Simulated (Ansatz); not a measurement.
# Cu (P6_3/mmc) in Ansatz: convergence with smearing width

Aim: find how far smearing width must go before the results for Cu settle, at r2SCAN. This setting moves, with any that are tied to it; all else stays.

Everything below comes from runs of Ansatz 0.2.0. Logs are shortened: lines on timing, memory, paths and dates and some standing lists are left out, and cuts for length are marked.

### 1 The crystal as given

Symmetry: P6_3/mmc, No. 194, hexagonal system. Conventional cell: a = 2.531 Å, b = 2.531 Å, c = 8.262 Å, α = 90.00°, β = 90.00°, γ = 120.00°. Cu (site symmetry -6m2) has 12 Cu at 2.53 Å as nearest neighbours. Cu (site symmetry -3m) is surrounded by 12 Cu at 2.53 Å.

This isn't the form of Cu at room conditions, which is fcc.

### 2 With smearing width 0.3 eV

Input file input.yaml:

```yaml
crystal:
  lattice:
    - [2.5307640267, 0.0, 0.0]
    - [-1.2653820134, 2.1917059381, 0.0]
    - [0.0, 0.0, 8.26181508]
  atoms:
    - { symbol: Cu, position: [0.6666666667, 0.3333333333, 0.75] }
    - { symbol: Cu, position: [0.0, 0.0, 0.5] }
    - { symbol: Cu, position: [0.3333333333, 0.6666666667, 0.25] }
    - { symbol: Cu, position: [0.0, 0.0, 0.0] }
hamiltonian:
  xc: r2scan
  pseudopotentials: { kind: paw, source: jth }
kpoints:
  mp_grid: { grid: [10, 10, 3] }
scf:
  occupations: { method: methfessel_paxton, width: 0.3 }
output:
  forces: true
  stress: true
  eigenvalues: true
```

Potentials or basis: JTH PAW.

On the command line:

```
$ ansatz run input.yaml --threads 2 --pin off --max-ram 5632MiB --backend cpu --events-out ev --progress --plain --runs-dir out
```

Wall time 4.9 s (2 threads of AMD EPYC 9R45 (Zen 5), shared host); peak memory 0.99 GiB.

Results:

| Quantity | Value |
| --- | --- |
| Free energy | -26522.0246 eV |
| Pressure | 0.6 GPa |
| Band gap on the k mesh | none (metal or under the smearing width) |

### 3 With smearing width 0.2 eV

Changes to input.yaml since step 2:

```diff
@@ -16,3 +16,3 @@
 scf:
-  occupations: { method: methfessel_paxton, width: 0.3 }
+  occupations: { method: methfessel_paxton, width: 0.2 }
 output:
```

Potentials or basis: JTH PAW.

On the command line:

```
$ ansatz run input.yaml --threads 2 --pin off --max-ram 5632MiB --backend cpu --events-out ev --progress --plain --runs-dir out
```

Wall time 4.7 s (2 threads of AMD EPYC 9R45 (Zen 5), shared host); peak memory 0.99 GiB.

Results:

| Item | Value |
| --- | --- |
| Free energy | -26522.0248 eV |
| Pressure | 0.6 GPa |
| Band gap on the k mesh | none (metal or under the smearing width) |

### 4 With smearing width 0.15 eV

Changes to input.yaml since step 3:

```diff
@@ -16,3 +16,3 @@
 scf:
-  occupations: { method: methfessel_paxton, width: 0.2 }
+  occupations: { method: methfessel_paxton, width: 0.15 }
 output:
```

On the command line:

```
$ ansatz run input.yaml --threads 2 --pin off --max-ram 5632MiB --backend cpu --events-out ev --progress --plain --runs-dir out
```

It took 4.6 s on 2 threads of AMD EPYC 9R45 (Zen 5), shared host; peak memory 0.99 GiB.

Results:

```yaml
Free_energy: -26522.0255 eV
Pressure: 0.6 GPa
Band_gap_on_the_k_mesh: none (metal or under the smearing width)
```

### 5 With smearing width 0.1 eV

Changes to input.yaml since step 4:

```diff
@@ -16,3 +16,3 @@
 scf:
-  occupations: { method: methfessel_paxton, width: 0.15 }
+  occupations: { method: methfessel_paxton, width: 0.1 }
 output:
```

On the command line:

```
$ ansatz run input.yaml --threads 2 --pin off --max-ram 5632MiB --backend cpu --events-out ev --progress --plain --runs-dir out
```

Wall time 4.5 s (2 threads of AMD EPYC 9R45 (Zen 5), shared host); peak memory 0.99 GiB.

Results:

| Item | Value |
| --- | --- |
| Free energy | -26522.0256 eV |
| Pressure | 0.6 GPa |
| Band gap on the k mesh | none (metal or under the smearing width) |

### 6 With smearing width 0.05 eV

Changes to input.yaml since step 5:

```diff
@@ -16,3 +16,3 @@
 scf:
-  occupations: { method: methfessel_paxton, width: 0.1 }
+  occupations: { method: methfessel_paxton, width: 0.05 }
 output:
```

Potentials or basis: JTH PAW.

On the command line:

```
$ ansatz run input.yaml --threads 2 --pin off --max-ram 5632MiB --backend cpu --events-out ev --progress --plain --runs-dir out
```

It took 4.9 s on 2 threads of AMD EPYC 9R45 (Zen 5), shared host; peak memory 0.99 GiB.

The run converged. Its results:

* Free energy: -26522.0259 eV
* Pressure: 0.6 GPa
* Band gap on the k mesh: none (metal or under the smearing width)

### 7 With smearing width 0.025 eV

Changes to input.yaml since step 6:

```diff
@@ -16,3 +16,3 @@
 scf:
-  occupations: { method: methfessel_paxton, width: 0.05 }
+  occupations: { method: methfessel_paxton, width: 0.025 }
 output:
```

On the command line:

```
$ ansatz run input.yaml --threads 2 --pin off --max-ram 5632MiB --backend cpu --events-out ev --progress --plain --runs-dir out
```

It took 4.6 s on 2 threads of AMD EPYC 9R45 (Zen 5), shared host; peak memory 0.98 GiB.

It converged, with:

```yaml
Free_energy: -26522.0258 eV
Pressure: 0.6 GPa
Band_gap_on_the_k_mesh: none (metal or under the smearing width)
```

### 8 With smearing width 0.01 eV

Changes to input.yaml since step 7:

```diff
@@ -16,3 +16,3 @@
 scf:
-  occupations: { method: methfessel_paxton, width: 0.025 }
+  occupations: { method: methfessel_paxton, width: 0.01 }
 output:
```

On the command line:

```
$ ansatz run input.yaml --threads 2 --pin off --max-ram 5632MiB --backend cpu --events-out ev --progress --plain --runs-dir out
```

Wall time 4.8 s (2 threads of AMD EPYC 9R45 (Zen 5), shared host); peak memory 0.98 GiB.

It converged, with:

- Free energy: -26522.0257 eV
- Pressure: 0.6 GPa
- Band gap on the k mesh: none (metal or under the smearing width)

### 9 With smearing width 0.005 eV

Changes to input.yaml since step 8:

```diff
@@ -16,3 +16,3 @@
 scf:
-  occupations: { method: methfessel_paxton, width: 0.01 }
+  occupations: { method: methfessel_paxton, width: 0.005 }
 output:
```

Potentials or basis: JTH PAW.

On the command line:

```
$ ansatz run input.yaml --threads 2 --pin off --max-ram 5632MiB --backend cpu --events-out ev --progress --plain --runs-dir out
```

Output:

```text
Warning: the checks of this Cu dataset prove no rule for summing its radial tables, as where they were carried onto another mesh than they were made on, and Gregory's rule is taken, under which a leading mesh point left out moves its sums only by what lay on the interval it spanned. That does not make them correct, and they differ from Quantum ESPRESSO's on this file; a re-export a fraction of a mesh step off can move them. hamiltonian.pseudopotentials.radial_quadrature: simpson_from_first_knot sums it by `pw.x`'s rule; on a PAW file no value gives `pw.x`'s numbers. What more to know: hamiltonian.pseudopotentials.radial_quadrature, in the input reference
Warning: RAYON_NUM_THREADS=2 ignored (pool sized by the plan → 2); use --threads N
Engine: ansatz 0.2.0, x86_64-unknown-linux-gnu
Pseudopotentials: kind: paw
Pseudopotential: Cu, paw, valence charge 19, recommended cutoff 1350 eV (normal), Cu.paw.azcp
Functional definition: r2SCAN
  parameter k0 = 0.174
  parameter k1 = 0.065
  parameter a1 = 4.9479
  exchange = r2scan_x(k0 = k0, k1 = k1, a1 = a1)
  correlation = r2scan_c
Crystal: 4 atoms, lattice volume = 45.826 Å³
Basis set: ecut = 1350 eV, 5191 PW (Γ), exchange–correlation on 128×128×400 points (64 copies of the dense FFT grid, shifted against one another)
Bands: 46, of which v1, the nominal top of the filled ones, is band 38 counted from 1 (37 counted from 0)
Symmetry: 24 space group operations
Space group: P63/mmc (ITA 194), of the structure as read, at distance tolerance 3.6e-5 Å
k-points: 28 of 300
Non-local potential: Cu, projectors of the file, l = 0: 2, l = 1: 2, l = 2: 2
PAW form: soft (Blöchl's): semilocal exchange-correlation on the pseudo side does not see the compensation charge
PAW frozen core: Cu, regenerated for the run's functional (the file was generated under x = pbe(κ = 0.804, μ = 0.2195149727645171), c = pbe(β = 0.06672455060314922))
PAW one-centre angular grid: Cu, 590 points (default); XC on 160 Gauss nodes
Initial density: superposition of atomic densities (chi_scale 0.1, normalization cell)
Initial wavefunctions: pseudopotential atomic-orbital guess
Functional: x = r2scan, c = r2scan; τ floored in thin density (d = 2e-4 eV/Å³)
SCF iter   1: F=—  HF=-26523.875356 eV  |F-HF|=—  |Δ(HF+E_count)|=         —  Δρ=1.42e-1  dr2=7.52e0  dr2_τ=3.42e-2  ethr=3.10e-3  ⟨swp⟩=8.5  Hψ=6420  notcnv=0
preconditioner: auto → Resta (q_TF=auto, 2.968 Å⁻¹)  ε∞=12.4  [insulator: Δε(μ)=0.015 eV  Ē_g=10.775 eV  σ=0.005 eV  W_gap=1.05  n_scr=24 (ndim 8)  ℏωp=36.4 eV  f_vac=0.000  D(μ)=-0.68/eV (n_scr^D=0)  ε∞_Penn≈12.4]
SCF iter   2: F=—  HF=-26522.794278 eV  |F-HF|=—  |Δ(HF+E_count)|=    1.08e0  S|Δr|=    0.00e0  Δρ=6.78e-2  dr2=1.03e0  dr2_τ=1.78e-1  ethr=3.10e-3  ⟨swp⟩=2.1  Hψ=2735  notcnv=0  defer=66
SCF iter   3: F=—  HF=-26522.011471 eV  |F-HF|=—  |Δ(HF+E_count)|=   7.83e-1  S|Δr|=    0.00e0  Δρ=2.94e-2  dr2=3.49e-1  dr2_τ=6.12e-3  ethr=1.35e-3  ⟨swp⟩=2.1  Hψ=2580  notcnv=0  defer=54
automatic band count: iteration 3 solves 45 bands in place of 46: the levels show a gap, and the empty bands left out lie too high to hold charge; the band table lists the bands solved (type scf.n_extra_bands for more)
SCF iter   4: F=—  HF=-26522.021939 eV  |F-HF|=—  |Δ(HF+E_count)|=   1.05e-2  S|Δr|=    0.00e0  Δρ=6.37e-3  dr2=1.69e-2  dr2_τ=2.74e-4  ethr=4.59e-4  ⟨swp⟩=2.9  Hψ=2023  notcnv=0  defer=37
automatic band count: iteration 4 solves 44 bands in place of 45: the levels show a gap, and the empty bands left out lie too high to hold charge; the band table lists the bands solved (type scf.n_extra_bands for more)
SCF iter   5: F=—  HF=-26522.024268 eV  |F-HF|=—  |Δ(HF+E_count)|=   2.33e-3  S|Δr|=    0.00e0  Δρ=4.25e-3  dr2=7.32e-3  dr2_τ=7.46e-5  ethr=2.22e-5  ⟨swp⟩=2.8  Hψ=1941  notcnv=0  defer=37
SCF iter   6: F=—  HF=-26522.024623 eV  |F-HF|=—  |Δ(HF+E_count)|=   3.55e-4  S|Δr|=    0.00e0  Δρ=1.34e-3  dr2=4.00e-4  dr2_τ=2.43e-5  ethr=9.64e-6  ⟨swp⟩=2.1  Hψ=1850  notcnv=0  defer=37
SCF iter   7: F=—  HF=-26522.025565 eV  |F-HF|=—  |Δ(HF+E_count)|=   9.42e-4  S|Δr|=    0.00e0  Δρ=4.16e-4  dr2=6.62e-5  dr2_τ=9.58e-7  ethr=5.26e-7  ⟨swp⟩=3.0  Hψ=2000  notcnv=0  defer=37
SCF iter   8: F=—  HF=-26522.025689 eV  |F-HF|=—  |Δ(HF+E_count)|=   1.25e-4  S|Δr|=    0.00e0  Δρ=1.37e-4  dr2=6.59e-6  dr2_τ=2.31e-7  ethr=8.72e-8  ⟨swp⟩=2.0  Hψ=1959  notcnv=0  defer=37
SCF iter   9: F=—  HF=-26522.025693 eV  |F-HF|=—  |Δ(HF+E_count)|=   3.65e-6  S|Δr|=    0.00e0  Δρ=5.04e-5  dr2=1.05e-6  dr2_τ=1.07e-8  ethr=8.67e-9  ⟨swp⟩=2.0  Hψ=1815  notcnv=0  defer=37
SCF iter  10: F=—  HF=-26522.025694 eV  |F-HF|=—  |Δ(HF+E_count)|=   5.68e-7  S|Δr|=    0.00e0  Δρ=2.43e-5  dr2=2.65e-7  dr2_τ=3.54e-9  ethr=1.38e-9  ⟨swp⟩=2.0  Hψ=1763  notcnv=0  defer=37
SCF iter  11: F=-26522.025694 eV  HF=-26522.025694 eV  |F-HF|=8.48e-9  |Δ(HF+E_count)|=   5.25e-8  S|Δr|=    0.00e0  Δρ=7.13e-6  dr2=2.19e-8  dr2_τ=2.20e-10  ethr=1.32e-10  ⟨swp⟩=7.8  Hψ=4604  notcnv=0
SCF 1 converged in 11 iterations: F = -26522.025694 eV  dr2 = 2.19e-8
SCF converged after 11 iterations
Stability not checked: this state was not tested for a lower state beside it, because cold or Methfessel-Paxton smearing, or corrected tetrahedra, fill the levels in a way that the test cannot read (fill_not_monotonic; see scf.lower_state_search)
Free energy (F): -26522.025694 eV
Harris-Foulkes:  -26522.025694 eV  (|F-HF|=8.48e-9)
Internal energy: -26522.025663 eV  (E = F + TS)
E sigma→0 (E₀):  -26522.025686 eV
Entropy (-TS):   -0.000031 eV (-0.008 meV/atom)
Fermi energy:    20.436025 eV
--- Per-component energies (eV) ---
  E_band       = -1260.523652
  E_kinetic    = 1196.227918
  E_local      = -10043.510522  (includes V_loc(G=0)·N_el)
  E_nonlocal   = -4634.295929
  E_hartree    = 4426.546041
  E_xc         = -273.696580
  E_vxc        = -402.566455  (∫ρ·V_xc dr)
  E_paw        = -3872.121624  (= ΣΔE_a)
  E_vpaw       = 3740.733787  (= ΣTr[D̂ρ^β])
  E_aug_tail   = 0.000215  (compensation charges beyond the density's cutoff)
  E_vtau       = 29.780873  (kinetic-family band-sum trace: ∫τ·v_τ [+ j·A + Jᵃ·Aᵃ] dr)
  E_ewald      = -13319.977822
  E_core_change = -1.197360  (= ΣΔE_core)
  E_smearing   = -0.000031  (= −TS)
  E_closure    = 0.000000  (closes the sum)
  Σ components = -26522.025694   (vs F -26522.025694, Δ=0.00e0)
--- Forces (eV/Å), atoms counted from 1 ---
  atom   1  Cu    -0.00000000    -0.00000000     0.00000000
  atom   2  Cu     0.00000000     0.00000000     0.00000000
  atom   3  Cu     0.00000000     0.00000000     0.00000000
  atom   4  Cu     0.00000000     0.00000000    -0.00000000
  max |Σ_I F_I| component: 9.25e-18 eV/Å
--- Stress (GPa, compression-positive) ---
        0.763585       0.000000       0.000000
        0.000000       0.763585       0.000000
        0.000000       0.000000       0.341918
  P = ⅓ Tr σ = 0.6230 GPa (6.230 kbar)
--- Band table (eV; the first three rows and the last of 28) ---
  k-point 0: bands = ["-96.1464", "-96.1442", "-96.1150", "-96.1129", "-52.0183", "-51.9674", "-51.9434", "-51.9243", "-51.9243", "-51.9219", "-51.9219", "-51.8921", "-51.8897", "-51.8897", "-51.8872", "-51.8872", "10.4285", "12.6708", "12.6887", "14.9747", "16.9079", "16.9151", "17.1559", "17.1559", "17.1598", "17.1598", "17.1920", "17.3708", "17.3708", "17.3873", "17.3873", "17.8861", "17.8861", "18.1672", "18.1672", "18.3237", "18.3237", "18.6397", "18.6397", "19.2034", "24.5381", "33.6538", "33.6579", "42.8047"]
  k-point 1: bands = ["-96.1459", "-96.1448", "-96.1144", "-96.1134", "-52.0102", "-51.9886", "-51.9238", "-51.9238", "-51.9225", "-51.9225", "-51.9221", "-51.9002", "-51.8891", "-51.8891", "-51.8878", "-51.8878", "10.6963", "11.4776", "14.0020", "14.7958", "17.0036", "17.1363", "17.1561", "17.1895", "17.1895", "17.1965", "17.1965", "17.3180", "17.3180", "17.3331", "17.3331", "17.9574", "17.9574", "18.0845", "18.0845", "18.2223", "18.4326", "18.4326", "18.5789", "18.5789", "26.2147", "29.6050", "38.0946", "42.5458"]
  k-point 2: bands = ["-96.1452", "-96.1432", "-96.1140", "-96.1120", "-52.0146", "-51.9679", "-51.9484", "-51.9332", "-51.9269", "-51.9247", "-51.9241", "-51.8974", "-51.8961", "-51.8936", "-51.8920", "-51.8892", "10.7704", "12.9736", "12.9908", "15.1713", "16.7621", "16.8304", "17.0503", "17.0630", "17.1487", "17.2513", "17.2671", "17.3832", "17.4425", "17.4855", "17.4964", "17.6393", "17.8008", "17.9017", "18.1920", "18.3138", "18.3360", "18.4115", "18.6534", "20.4373", "24.6286", "33.9210", "33.9249", "38.8544"]
  k-point 27: bands = ["-96.1322", "-96.1322", "-96.1030", "-96.1029", "-52.0047", "-52.0017", "-51.9882", "-51.9836", "-51.9812", "-51.9753", "-51.9501", "-51.9488", "-51.9377", "-51.9262", "-51.9197", "-51.9188", "15.9607", "15.9682", "15.9761", "15.9919", "16.2396", "16.2463", "16.3582", "16.4038", "16.8600", "16.9366", "17.0270", "17.0340", "17.7111", "17.7284", "18.0702", "18.1222", "18.4541", "18.5663", "18.6774", "18.6836", "22.2135", "22.7369", "24.7395", "25.0173", "25.3153", "26.0469", "27.1038", "27.7965"]
```

Run time: 4.9 s. Hardware: 2 threads of AMD EPYC 9R45 (Zen 5), shared host; peak memory 0.98 GiB.

Results:

| Quantity | Value |
| --- | --- |
| Free energy | -26522.0257 eV |
| Pressure | 0.6 GPa |
| Band gap on the k mesh | none (metal or under the smearing width) |

### 10 The series at a glance

```csv
smearing width,"energy less the tightest run, at zero smearing (meV/atom)",SCF cycles,CPU time (s),peak memory (GiB)
0.3 eV,0.56,10,9.5,0.99
0.2 eV,0.02,10,9.2,0.99
0.15 eV,-0.02,10,9.1,0.99
0.1 eV,0.02,9,8.7,0.99
0.05 eV,-0.06,10,9.4,0.99
0.025 eV,-0.03,9,8.9,0.98
0.01 eV,-0.01,10,9.3,0.98
0.005 eV,0.00,11,9.6,0.98
```

Against the tightest run, the energy stays within 1 meV/atom from 0.3 eV on. Narrower smearing needs a denser k mesh, so at a fixed mesh the narrowest width isn't the most accurate. The tightest run that finished is the yardstick and may itself not be fully converged.
